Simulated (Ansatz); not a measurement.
# SiC: the cost of one run

Program: Ansatz 0.2.0. Level of theory: DFT PBE, scalar-relativistic, plane waves, PAW. These are calculated values, not measurements.

### Step 1. The structure to begin with

The cell holds 20 atoms (C10Si10): a = 5.357 Å, b = 5.490 Å, c = 8.313 Å, α = 84.06°, β = 71.26°, γ = 71.62°.

The sites of an ideal diamond lattice, at a guessed lattice constant, take 10 Si, 10 C (sublattices apart by semicolons), with a shake of 0.02 Å. Warren-Cowley parameters of the first shell (negative: unlike neighbours preferred): C-Si -0.40. In a cell this small the draw can fall short of the order aimed at.

Coordinates:

```
CELL_PARAMETERS angstrom
2.20126 2.20500 4.35734
-2.28074 -2.28857 4.43886
6.65972 -4.47105 2.18123
ATOMIC_POSITIONS crystal
C 0.15522 0.98372 0.64205
C 0.08218 0.53609 0.79825
C 0.62106 0.96952 0.81320
C 0.28863 0.49090 0.41312
C 0.69002 0.49065 0.60861
C 0.49326 0.54485 0.99390
C 0.89145 0.53992 0.19720
C 0.96089 0.86139 0.79452
C 0.41983 0.85239 0.97089
C 0.81749 0.83810 0.17422
Si 0.03290 0.96806 0.98265
Si 0.44757 0.97730 0.17058
Si 0.78573 0.98996 0.37361
Si 0.54202 0.85808 0.62796
Si 0.46844 0.37275 0.80728
Si 0.66373 0.41489 0.39687
Si 0.18809 0.85096 0.42907
Si 0.06144 0.36719 0.61232
Si 0.86407 0.41428 0.99889
Si 0.26828 0.42078 0.19663
```

### Step 2. Single point of the final cell

Contents of input.yaml:

```yaml
crystal:
  lattice:
    - [2.2012613015, 2.2049955243, 4.3573358391]
    - [-2.2807403721, -2.2885683253, 4.4388617749]
    - [6.6597235967, -4.4710479038, 2.181226501]
  atoms:
    - { symbol: C, position: [0.1552198057, 0.9837230124, 0.6420455521] }
    - { symbol: C, position: [0.082180938, 0.536091685, 0.7982464643] }
    - { symbol: C, position: [0.6210632688, 0.9695162686, 0.8131971466] }
    - { symbol: C, position: [0.2886278042, 0.4909033924, 0.413118436] }
    - { symbol: C, position: [0.6900158424, 0.4906546415, 0.6086112755] }
    - { symbol: C, position: [0.4932640428, 0.54484654, 0.9938976012] }
    - { symbol: C, position: [0.8914512767, 0.5399236699, 0.197196321] }
    - { symbol: C, position: [0.9608921278, 0.8613883322, 0.7945228703] }
    - { symbol: C, position: [0.4198325601, 0.8523880009, 0.9708909029] }
    - { symbol: C, position: [0.8174853844, 0.8380980017, 0.1742226286] }
    - { symbol: Si, position: [0.0328960788, 0.9680618842, 0.9826545511] }
    - { symbol: Si, position: [0.4475748835, 0.9772995731, 0.1705808618] }
    - { symbol: Si, position: [0.7857337839, 0.9899635965, 0.3736055584] }
    - { symbol: Si, position: [0.5420189288, 0.8580799801, 0.6279558759] }
    - { symbol: Si, position: [0.4684422821, 0.3727520134, 0.8072783613] }
    - { symbol: Si, position: [0.6637298229, 0.4148930959, 0.3968719555] }
    - { symbol: Si, position: [0.1880903433, 0.8509639164, 0.429071783] }
    - { symbol: Si, position: [0.061443529, 0.3671868749, 0.6123243139] }
    - { symbol: Si, position: [0.8640696754, 0.4142807237, 0.9988888365] }
    - { symbol: Si, position: [0.2682811384, 0.4207802267, 0.1966298435] }
  symmetry: { detect: false }
basis:
  ecutwfc: 420
kpoints:
  mp_grid: { grid: [4, 4, 3] }
hamiltonian:
  xc: pbe
scf:
  occupations: { method: gaussian, width: 0.1 }
  lower_state_search: "off"
output:
  forces: true
  stress: true
  eigenvalues: true
relax:
  adjacent_minimum: "off"
  f_tol: 0.04
  max_steps: 25
  cell: { stress_tol: 0.3 }
```

Command:

```console
ansatz run input.yaml --threads 4 --pin off --max-ram 9216MiB --backend cpu --events-out ev --progress --plain --runs-dir out
```

**Question.** How long does this run take on 4 threads of Arm Neoverse N1, shared host, and how much memory does it need?

About 35 s, with a peak of 0.78 GiB.
